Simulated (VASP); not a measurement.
The system is PbS.

```
Pb S
1.0
     0.00000    2.98809    2.98809
     2.98809    0.00000    2.98809
     2.98809    2.98809    0.00000
Pb S
1 1
Direct
  0.50000 0.50000 0.50000
  0.00000 0.00000 0.00000
```

The cell is a database's computed one.

```yaml
Program: VASP 6.6.1
Task: relaxation of cell and atoms
Functional: PBEsol
Potentials_or_basis: VASP PAW PBE potentials, release 64 (Pb_d, S)
Cutoff: 600 eV
k_mesh: 10 × 10 × 10
Occupations: gaussian, width 0.02 eV
Spin: no spin polarisation
```

At the start: pressure -2.0 GPa; volume 26.68 Å³/atom.

Question: Where does the relaxation end?

Answer: Over 3 steps the energy falls by 6.3 meV/atom and the volume is 25.72 Å³/atom (-3.6 %); space group Fm-3m (No. 225, to 0.05 Å).

The path:
```
step  energy change (eV)  largest force (eV/Å)  pressure (GPa)  volume (Å³)
   1              0.0000                0.0000           -2.04        53.36
   2             -0.0109                0.0000            0.81        50.78
   3             -0.0126                0.0000            0.00        51.44
```

Final structure:
```
Pb S
1.0
     0.00000    2.95188    2.95188
     2.95188    0.00000    2.95188
     2.95188    2.95188    0.00000
Pb S
1 1
Cartesian
  2.9519 2.9519 2.9519
  0.0000 0.0000 0.0000
```

Caveat: the PAW data sets were made with another functional, which shifts forces and pressure a little.
